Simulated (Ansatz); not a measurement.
Consider a crystal of FeSi in space group Fd-3m (No. 227), with Fe on 8a; Si on 8b.

Computed with Ansatz 0.2.0, DFT PBE, scalar-relativistic, plane waves, PAW. Cutoff 420 eV, Γ-centred mesh, Gaussian smearing, collinear spin.

Energies over the elements count from the elements' standard structures at the same level, with no fitted energy shifts.

Question: Which cell and coordinates does it relax to?

Answer:

Space group Fd-3m:1 (No. 227). a = 5.735 Å, b = 5.735 Å, c = 5.735 Å, α = 90.00°, β = 90.00°, γ = 90.00°
```csv
atom,site,symmetry,x,y,z
Fe,8a,-43m,0.2500,0.2500,0.2500
Si,8b,-43m,0.2500,0.7500,0.2500
```

It has the NaTl (B32) type. Fe has 4 Fe at 2.48 Å, 4 Si at 2.48 Å and 6 Si at 2.87 Å; around Si lie 4 Fe at 2.48 Å, 4 Si at 2.48 Å and 6 Fe at 2.87 Å.

Question: Where does its energy lie, and is it a metal?

Answer: The formation energy is +0.06 eV/atom, the gap on the 14×14×14 mesh of the 4-atom cell is 0 eV (a metal) and the net moment per atom is 0.89 μB. The moment by site is Fe 1.9 (×2) μB. It can't be a ground state, since the elements alone are lower.

The last run used collinear spin and Gaussian smearing of 0.10 eV. Another magnetic order may lie lower. Symmetry constrained the relaxation, so the result can be a saddle point. Another cell of FeSi relaxed alike but without spin, in P2_13 (a cell as deposited in COD), lies 0.57 eV/atom lower, so this cell isn't the stable form at this level. Site moments count only spheres around the atoms; the net moment includes the space between them.
